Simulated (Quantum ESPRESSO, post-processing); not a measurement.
# 2H-MoS2, 2 layers, AA' stacking, stepped through the share of short-range exact exchange, part 3 of 3

What law, if any, do the results for 2H-MoS2, 2 layers, AA' stacking follow against the share of short-range exact exchange?

Quantum ESPRESSO 7.5; plane-wave DFT, PBE, SG15 norm-conserving pseudopotentials.

So far. Step 2 (Relaxing cell and ions of the reference):  The last row is no step: it is a fresh SCF in the final cell with a new plane-wave basis, +1 meV from the row before.

## (7) Ground state, 0.3

Level of this step: plane-wave DFT, screened hybrid with 0.3 exact exchange, SG15 norm-conserving pseudopotentials (Quantum ESPRESSO 7.5). input_dft overrides the functional of the files.

m3.scf.in

```
&control
  prefix = 'm3.scf'
  outdir = './out'
  pseudo_dir = './pseudo'
  calculation = 'scf'
  tprnfor = .true.
/
&system
  ibrav = 0
  nat = 6
  ntyp = 2
  ecutwfc = 60
  ecutrho = 240
  occupations = 'fixed'
  nbnd = 29
  input_dft = 'hse'
  exx_fraction = 0.3
  nqx1 = 3
  nqx2 = 3
  nqx3 = 1
  ecutfock = 60
/
&electrons
  conv_thr = 1e-08
  mixing_beta = 0.6
  electron_maxstep = 120
/
ATOMIC_SPECIES
  S   32.0600  S_ONCV_PBE-1.2.upf
  Mo  95.9500  Mo_ONCV_PBE-1.2.upf
CELL_PARAMETERS angstrom
  3.15316147200000 0.00000000000000 0.00000000000000
  -1.57658073600000 2.73071793700000 0.00000000000000
  0.00000000000000 0.00000000000000 24.72519547600000
ATOMIC_POSITIONS crystal
  S   0.333333333300 0.666666666700 0.312993019900
  Mo  0.000000000000 0.000000000000 0.376346741500
  S   0.333333333300 0.666666666700 0.439650499500
  S   0.000000000000 0.000000000000 0.560349500500
  Mo  0.333333333300 0.666666666700 0.623653258500
  S   0.000000000000 0.000000000000 0.687006980100
K_POINTS automatic
  9 9 1 0 0 0
```

Run with:

```sh
$ OMP_NUM_THREADS=1 mpirun -n 8 pw.x -nk 4 -in m3.scf.in > m3.scf.out
```

The program printed:

```text
[banner, memory and clock lines left out]
Program PWSCF v.7.5 starts
[...]
Message from routine setup:
[...]
number of electrons       =        52.00
     number of Kohn-Sham states=           29
     kinetic-energy cutoff     =      60.0000  Ry
     charge density cutoff     =     240.0000  Ry
[...]
number of k points=    12
[...]
Dense  grid:    90189 G-vectors     FFT dimensions: (  30,  30, 240)
[...]
negative rho (up, down):  1.314E-04 0.000E+00
     Starting wfcs are random
[...]
negative rho (up, down):  4.740E-06 0.000E+00
[...]
estimated scf accuracy    <       0.18955736 Ry
[...]
negative rho (up, down):  3.724E-07 0.000E+00
[...]
estimated scf accuracy    <       0.04024002 Ry
[...]
negative rho (up, down):  1.530E-07 0.000E+00
[...]
estimated scf accuracy    <       0.03174297 Ry
[...]
negative rho (up, down):  1.454E-08 0.000E+00
[...]
estimated scf accuracy    <       0.00559840 Ry
[...]
estimated scf accuracy    <       0.02884941 Ry
[...]
estimated scf accuracy    <       0.00023173 Ry
[...]
estimated scf accuracy    <       0.00017705 Ry
[...]
estimated scf accuracy    <       0.00000254 Ry
[...]
estimated scf accuracy    <       0.00000546 Ry
[...]
estimated scf accuracy    <       0.00000124 Ry
[...]
estimated scf accuracy    <       0.00000017 Ry
[...]
estimated scf accuracy    <       0.00000014 Ry
[...]
estimated scf accuracy    <       0.00000002 Ry
[...]
estimated scf accuracy    <       0.00000005 Ry
[...]
highest occupied, lowest unoccupied level (ev):     2.2525    4.1994
!    total energy              =    -356.35710817 Ry
     estimated scf accuracy    <          2.9E-10 Ry
     convergence has been achieved in   4 iterations
[...]
highest occupied, lowest unoccupied level (ev):     2.2524    4.1993
!    total energy              =    -356.35710840 Ry
     estimated scf accuracy    <          9.4E-09 Ry
     convergence has been achieved in   1 iterations
[...]
estimated scf accuracy    <       0.00000006 Ry
[...]
estimated scf accuracy    <       0.00000075 Ry
[...]
highest occupied, lowest unoccupied level (ev):     2.2524    4.1993
!    total energy              =    -356.35710846 Ry
     estimated scf accuracy    <          1.8E-09 Ry
     convergence has been achieved in   3 iterations
[...]
estimated scf accuracy    <       0.00000002 Ry
[...]
estimated scf accuracy    <       0.00000010 Ry
[...]
highest occupied, lowest unoccupied level (ev):     2.2524    4.1993
!    total energy              =    -356.35710848 Ry
     estimated scf accuracy    <          7.4E-09 Ry
     convergence has been achieved in   3 iterations
[...]
!!   total energy              =    -356.35710848 Ry
[...]
Total force =     0.042655     Total SCF correction =     0.000642
[...]
```

It took 3.5 min on 8 MPI ranks of Arm Neoverse V2, shared host; peak memory 5.9 GiB.

Numbers from this step:

| Item | Value |
| --- | --- |
| free energy | -4848.4855 eV |
| valence top, on the run's zero | 2.252 eV |
| conduction bottom, on the run's zero | 4.199 eV |
| gap by band count | 1.947 eV |

## (8) Self-consistent run, 0.4

Level of this step: plane-wave DFT, screened hybrid with 0.4 exact exchange, SG15 norm-conserving pseudopotentials (Quantum ESPRESSO 7.5). input_dft overrides the functional of the files.

m4.scf.in is the input of step 7 with these lines changed:

```diff
@@ -1,3 +1,3 @@
 &control
-  prefix = 'm3.scf'
+  prefix = 'm4.scf'
   outdir = './out'
@@ -16,3 +16,3 @@
   input_dft = 'hse'
-  exx_fraction = 0.3
+  exx_fraction = 0.4
   nqx1 = 3
```

Run with:

```sh
$ OMP_NUM_THREADS=1 mpirun -n 8 pw.x -nk 4 -in m4.scf.in > m4.scf.out
```

The program printed:

```text
[banner, memory and clock lines left out]
Program PWSCF v.7.5 starts
[...]
Message from routine setup:
[...]
number of electrons       =        52.00
     number of Kohn-Sham states=           29
     kinetic-energy cutoff     =      60.0000  Ry
     charge density cutoff     =     240.0000  Ry
[...]
number of k points=    12
[...]
Dense  grid:    90189 G-vectors     FFT dimensions: (  30,  30, 240)
[...]
negative rho (up, down):  1.314E-04 0.000E+00
     Starting wfcs are random
[...]
negative rho (up, down):  4.740E-06 0.000E+00
[...]
estimated scf accuracy    <       0.18955736 Ry
[...]
negative rho (up, down):  3.724E-07 0.000E+00
[...]
estimated scf accuracy    <       0.04024002 Ry
[...]
negative rho (up, down):  1.530E-07 0.000E+00
[...]
estimated scf accuracy    <       0.03174297 Ry
[...]
negative rho (up, down):  1.454E-08 0.000E+00
[...]
estimated scf accuracy    <       0.00559840 Ry
[...]
estimated scf accuracy    <       0.02884941 Ry
[...]
estimated scf accuracy    <       0.00023173 Ry
[...]
estimated scf accuracy    <       0.00017705 Ry
[...]
estimated scf accuracy    <       0.00000254 Ry
[...]
estimated scf accuracy    <       0.00000546 Ry
[...]
estimated scf accuracy    <       0.00000124 Ry
[...]
estimated scf accuracy    <       0.00000017 Ry
[...]
estimated scf accuracy    <       0.00000014 Ry
[...]
estimated scf accuracy    <       0.00000004 Ry
[...]
estimated scf accuracy    <       0.00000027 Ry
[...]
highest occupied, lowest unoccupied level (ev):     2.1035    4.2708
!    total energy              =    -356.31479850 Ry
     estimated scf accuracy    <          3.0E-09 Ry
     convergence has been achieved in   3 iterations
[...]
estimated scf accuracy    <       0.00000004 Ry
[...]
estimated scf accuracy    <       0.00000023 Ry
[...]
highest occupied, lowest unoccupied level (ev):     2.1039    4.2711
!    total energy              =    -356.31479857 Ry
     estimated scf accuracy    <          7.4E-09 Ry
     convergence has been achieved in   3 iterations
[...]
estimated scf accuracy    <       0.00000014 Ry
[...]
estimated scf accuracy    <       0.00000106 Ry
[...]
estimated scf accuracy    <       0.00000001 Ry
[...]
highest occupied, lowest unoccupied level (ev):     2.1037    4.2709
!    total energy              =    -356.31479860 Ry
     estimated scf accuracy    <          1.2E-10 Ry
     convergence has been achieved in   4 iterations
[...]
!!   total energy              =    -356.31479860 Ry
[...]
Total force =     0.058801     Total SCF correction =     0.000072
[...]
```

The job ended after 4.1 min (8 MPI ranks; peak memory 6 GiB; 33 min of CPU time).

Numbers from this step:

```
free energy                          : -4847.9098 eV
valence top, on the run's zero       : 2.104 eV
conduction bottom, on the run's zero : 4.271 eV
gap by band count                    : 2.167 eV
```

## (9) The series side by side

The series in one table:

```csv
"the share of short-range exact exchange (0.25 is HSE06, 0 is PBE)",gap on the mesh (eV),vacuum level over the valence top (eV)
0,1.316,5.459
0.125,1.573,5.659
0.25,1.839,5.861
0.3,1.947,5.941
0.4,2.167,6.102
```

## (10) The arithmetic

A line through all members has gap = 1.311 + 2.126 α eV and misses single members by up to 0.005 eV; a gap of 1.82 eV, 0.5 above the first member's, would need α = (1.82 − 1.311)/2.126 = 0.24.

## (11) Results

```json
{
 "gap at a share of 0.25 (HSE06)": "1.84 eV",
 "gap on the mesh, at 0 and at 0.4": "1.32, 2.17 eV",
 "vacuum level over the valence top, at 0 and at 0.4": "5.46, 6.10 eV"
}
```

What this shows: The series holds 5 members; gap at a share of 0.25 (HSE06): 1.84 eV. From 0 to 0.4 the gap on the mesh rises from 1.32 to 2.17 eV. From 0 to 0.4 the vacuum level over the valence top rises from 5.46 to 6.10 eV. The valence top sinks by 1.61 eV and the gap opens by 2.13 eV per unit share, so the valence top carries 76 % of the opening. Gaps are those of the mesh; no spin-orbit coupling; the q mesh was not tested; the geometry stays that of PBE-D3(BJ).

[Logs are printed without paths, hosts, clocks, repeated set-up lines and the standing remarks that a program may print on its own settings, such as how far it seeks lower states.]

[Hosts, paths, dates, database ids (printed as entryN), source tags and the programs' standing remarks are cut or masked in the printed files.]

[Maps of the electrostatic potential energy from Ansatz leave out the sawtooth potential of an applied field or a dipole correction, so their vacuum need not be flat; planar profiles and work functions include it.]
